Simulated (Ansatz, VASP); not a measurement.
## LaP2Ru2 in two plane-wave programs

One calculation is typed for both programs; each brings its own data sets and cutoff. How far apart do they land?

Program: Ansatz 0.2.0. Level of theory: plane waves, with VASP 6.6.1 beside it; relaxation of cell and atoms at r2SCAN. Results are calculated unless marked as measured.

### Step 1. The structure

It takes space group I4/mmm (No. 139, tetragonal). Conventional cell: a = 4.025 Å, b = 4.025 Å, c = 10.951 Å, α = 90.00°, β = 90.00°, γ = 90.00°. La has 10 P at 3.26 to 3.89 Å and 8 Ru at 3.40 Å nearest. P has 4 Ru at 2.32 Å and 5 P at 3.18 to 3.66 Å and 5 La at 3.26 to 3.89 Å nearest. Nearest to Ru lie 4 P at 2.32 Å and 4 Ru at 2.85 Å and 4 La at 3.40 Å. Farther neighbours are not listed.

### Step 2. VASP: relaxation of cell and atoms, r2SCAN

The relaxed volume is the usual yardstick between codes: its relative difference is about their pressure difference at one cell divided by the bulk modulus.

Lines of VASP's logs that name or quote its potential files are left out, and so is its time.

INCAR reads:

```
SYSTEM = LaP2Ru2
PREC = Accurate
ENCUT = 520
EDIFF = 1E-06
NELM = 100
ISMEAR = -1
SIGMA = 0.05
LREAL = .FALSE.
ALGO = Normal
METAGGA = R2SCAN
LASPH = .TRUE.
NBANDS = 30
LORBIT = 11
LWAVE = .FALSE.
LCHARG = .FALSE.
KPAR = 4
IBRION = 2
NSW = 60
ISIF = 3
EDIFFG = -0.01
```

POSCAR reads:

```
LaP2Ru2
1.0
   -2.0127148974      2.0127148974      5.4756243684
    2.0127148974     -2.0127148974      5.4756243684
    2.0127148974      2.0127148974     -5.4756243684
La P Ru
1 2 2
Direct
    0.0000000000      0.0000000000      0.0000000000
    0.6450897600      0.6450897600      0.0000000000
    0.3549102400      0.3549102400      0.0000000000
    0.7500000000      0.2500000000      0.5000000000
    0.2500000000      0.7500000000      0.5000000000
```

KPOINTS reads:

```
Automatic mesh
0
Gamma
9 9 9
0 0 0
```

PAW data sets: La, P and Ru_pv (PBE family, release 64).

The run is started by

```sh
$ mpirun -np 4 vasp_std
```

Numbers of over 12 decimals in the logs are rounded to 6 here.

Log:

```text
[banner, memory and clock lines left out]
running    4 mpi-ranks, on    1 nodes
 distrk:  each k-point on    1 cores,    4 groups
 distr:  one band on    1 cores,    1 groups

 POSCAR found type information on POSCAR LaP Ru
 POSCAR found :  3 types and       5 ions
|                                                                             |
|               ----> ADVICE to this user running VASP <----                  |
|                                                                             |
|     You enforced a specific xc type in the INCAR file but a different       |
|     [... a line on the potential file left out ...]
|     I HOPE YOU KNOW WHAT YOU ARE DOING!                                     |
|                                                                             |

 LDA part: xc-table for (None), standard interpolation
 POSCAR, INCAR and KPOINTS ok, starting setup
 FFT: planning ... GRIDC
 FFT: planning ... GRID_SOFT
 FFT: planning ... GRID
 WAVECAR not read
 entering main loop
       N       E                     dE             d eps       ncg     rms          rms(c)
DAV:   1     0.433567101517E+03    0.43357E+03   -0.24583E+04  5636   0.232E+03
DAV:   2    -0.428135566016E+02   -0.47638E+03   -0.44935E+03  5164   0.483E+02
DAV:   3    -0.112591886892E+03   -0.69778E+02   -0.65699E+02  6408   0.162E+02
DAV:   4    -0.119348862416E+03   -0.67570E+01   -0.62803E+01  8200   0.436E+01
DAV:   5    -0.119766079501E+03   -0.41722E+00   -0.40344E+00  7070   0.924E+00    0.292E+01
DAV:   6    -0.105130459511E+03    0.14636E+02   -0.28273E+01  6032   0.377E+01    0.812E+00
DAV:   7    -0.104300172641E+03    0.83029E+00   -0.69933E+00  7664   0.204E+01    0.635E+00
DAV:   8    -0.104349995499E+03   -0.49823E-01   -0.57808E-01  6852   0.490E+00    0.261E+00
DAV:   9    -0.104334994467E+03    0.15001E-01   -0.18114E-01  7136   0.296E+00    0.577E-01
DAV:  10    -0.104338750715E+03   -0.37562E-02   -0.15644E-02  7036   0.870E-01    0.222E-01
DAV:  11    -0.104339387082E+03   -0.63637E-03   -0.34502E-03  7576   0.317E-01    0.133E-01
DAV:  12    -0.104339622100E+03   -0.23502E-03   -0.81853E-04  7920   0.184E-01    0.569E-02
DAV:  13    -0.104339723942E+03   -0.10184E-03   -0.15172E-04  7214   0.883E-02    0.124E-02
DAV:  14    -0.104339723547E+03    0.39530E-06   -0.15376E-05  6230   0.249E-02    0.512E-03
DAV:  15    -0.104339722902E+03    0.64532E-06   -0.97820E-07  3660   0.909E-03
   1 F= -.10433972E+03 E0= -.10432832E+03  d E =-.104340E+03
[...]
2 F= -.10433976E+03 E0= -.10432831E+03  d E =-.361480E-04
[...]
3 F= -.10433976E+03 E0= -.10432832E+03  d E =-.388289E-04
 curvature:  -0.37 expect dE=-0.394E-04 dE for cont linesearch -0.159E-07
 trial: gam= 0.91128 g(F)=  0.441E-04 g(S)=  0.616E-04 ort = 0.220E-05 (trialstep = 0.529E+00)
 search vector abs. value=  0.204E-03
 bond charge predicted
       N       E                     dE             d eps       ncg     rms          rms(c)
DAV:   1    -0.104339866795E+03   -0.10562E-03   -0.47084E-03  5034   0.619E-01    0.558E-02
DAV:   2    -0.104339827972E+03    0.38823E-04   -0.68796E-04  7294   0.286E-01    0.418E-02
DAV:   3    -0.104339811044E+03    0.16928E-04   -0.67816E-05  7506   0.650E-02    0.188E-02
DAV:   4    -0.104339807398E+03    0.36467E-05   -0.26785E-05  7646   0.376E-02    0.607E-03
DAV:   5    -0.104339807251E+03    0.14628E-06   -0.17013E-06  4210   0.958E-03
   4 F= -.10433981E+03 E0= -.10432834E+03  d E =-.455208E-04
 trial-energy change:   -0.000046  1 .order   -0.000043   -0.000057   -0.000028
 step:   1.0507(harm=  1.0507)  dis= 0.00192  next Energy=  -104.339818 (dE=-0.566E-04)
 reached required accuracy - stopping structural energy minimisation
```

Parts of OUTCAR (step 2):

```text
ion  position               nearest neighbor table
   1  0.000  0.000  0.000-   2 3.26   2 3.26   2 3.26   3 3.26   3 3.26   3 3.26   2 3.26   3 3.26
                             4 3.40   5 3.40   5 3.40   4 3.40   4 3.40   4 3.40   5 3.40   5 3.40
   2  0.645  0.645  0.000-   5 2.32   4 2.32   4 2.32   5 2.32   1 3.26   1 3.26   1 3.26   1 3.26

  LATTYP: Found a body centered tetragonal cell.
 ALAT       =     4.0254297948
 C/A-ratio  =     2.7205166392

 Subroutine GETGRP returns: Found 16 space group operations
 (whereof 16 operations were pure point group operations)

The static configuration has the point symmetry D_4h.

 Found     75 irreducible k-points:

   k-points           NKPTS =     75   k-points in BZ     NKDIM =     75   number of bands    NBANDS=     30

   dimension x,y,z NGX =    48 NGY =   48 NGZ =   48
   dimension x,y,z NGXF=    96 NGYF=   96 NGZF=   96

   ENCUT  =  520.0 eV  38.22 Ry    6.18 a.u.  11.47 11.47 11.47*2*pi/ulx,y,z

   NELECT =      49.0000    total number of electrons

 k-points in reciprocal lattice and weights: Automatic mesh
   0.00000000  0.00000000  0.00000000       0.001
   0.11111111  0.00000000  0.00000000       0.011
   0.22222222  0.00000000  0.00000000       0.011
   0.33333333 -0.00000000  0.00000000       0.011
   0.44444444  0.00000000  0.00000000       0.011
   0.11111111  0.11111111  0.00000000       0.011
   0.22222222  0.11111111 -0.00000000       0.022
   0.33333333  0.11111111  0.00000000       0.022
   0.44444444  0.11111111 -0.00000000       0.022
[...]
-0.44444444  0.44444444  0.44444444       0.005
  -0.44444444 -0.44444444  0.44444444       0.003

 average (electrostatic) potential at core
       1 -99.5517       2 -81.5917       3 -81.5917       4 -74.2335       5 -74.2335

 E-fermi :  10.5260

 k-point     1 :       0.0000    0.0000    0.0000
  band No.  band energies     occupation
    ...
     21       9.0702      2.00000
     22       9.6587      2.00000
     23       9.8259      2.00000
     24       9.8259      2.00000
     25      10.1247      1.99935
     26      11.8385      0.00000
     27      12.2333      0.00000
     28      12.2333      0.00000
     29      12.7551      0.00000
     30      12.8429      0.00000

 k-point     2 :       0.1111    0.0000    0.0000
  band No.  band energies     occupation
    ...
     21       9.0941      2.00000
     22       9.5485      2.00000
     23       9.6997      2.00000
     24       9.7748      2.00000
     25      10.1717      1.99833
     26      11.7870      0.00000
     27      12.1128      0.00000
     28      12.1569      0.00000
     29      12.7872      0.00000
     30      12.8556      0.00000

 k-point     3 :       0.2222    0.0000    0.0000
  band No.  band energies     occupation
    ...
     21       9.0493      2.00000
     22       9.1186      2.00000
     23       9.3167      2.00000
     24       9.5245      2.00000
     25      10.3352      1.95694
     26      11.5947      0.00000
     27      11.9801      0.00000
     28      12.1689      0.00000
     29      12.8592      0.00000
     30      12.9019      0.00000

  Total       -0.0277973     -0.0277973      0.0145328      0.0000000     -0.0000000      0.0000000
  in kB       -0.5013353     -0.5013353      0.2621051      0.0000000     -0.0000000      0.0000000
  external PRESSURE =      -0.2468551 kB  Pullay stress =       0.0000000 kB

  energy-cutoff  :      520.00
  volume of cell :       88.84
      direct lattice vectors                 reciprocal lattice vectors
    -2.012987034  2.012987034  5.480786450     0.000000000  0.248387094  0.091227784
     2.012987034 -2.012987034  5.480786450     0.248387094  0.000000000  0.091227784
     2.012987034  2.012987034 -5.480786450     0.248387094  0.248387094  0.000000000

 POSITION                                       TOTAL-FORCE (eV/Angst)
 -----------------------------------------------------------------------------------
      0.00000      0.00000      0.00000         0.000000      0.000000     -0.000000
      0.00000      0.00000      7.07282         0.000000      0.000000      0.008241
      2.01299      2.01299     -1.59203        -0.000000     -0.000000     -0.008241
      0.00000      2.01299      2.74039         0.000000      0.000000     -0.000000
      2.01299      0.00000      2.74039         0.000000      0.000000     -0.000000
 -----------------------------------------------------------------------------------
    total drift:                               -0.000000     -0.000000      0.000000

  FREE ENERGIE OF THE ION-ELECTRON SYSTEM (eV)
  ---------------------------------------------------
  free  energy   TOTEN  =      -104.3398072513 eV

  energy  without entropy=     -104.3168648471  energy(sigma->0) =     -104.32833605

 reached required accuracy - stopping structural energy minimisation

 total charge
# of ion       s       p       d       f       tot
--------------------------------------------------
    1        1.981   5.681   0.664   0.145   8.471
    2        1.013   1.459   0.000   0.000   2.472
    3        1.013   1.459   0.000   0.000   2.472
    4        0.346   6.312   6.232   0.000  12.890
    5        0.346   6.312   6.232   0.000  12.890
--------------------------------------------------
tot          4.698  21.224  13.129   0.145  39.195

[... 3 further parts left out ...]
```

This run has no spin polarisation. Its electron count is odd, so without a moment it is a metal by construction. The run keeps the 16 symmetry operations of its start, so it cannot find a distortion of lower symmetry.

(Continued in part 2 of 2.)

[Lines on the potential files, build, host, timing and source positions are cut from VASP's logs without a mark.]

[Logs are printed without paths, hosts, clocks, repeated set-up lines and the standing remarks that a program may print on its own settings, such as how far it seeks lower states.]

[Hosts, paths, dates, database ids (printed as entryN), source tags and the programs' standing remarks are cut or masked in the printed files.]
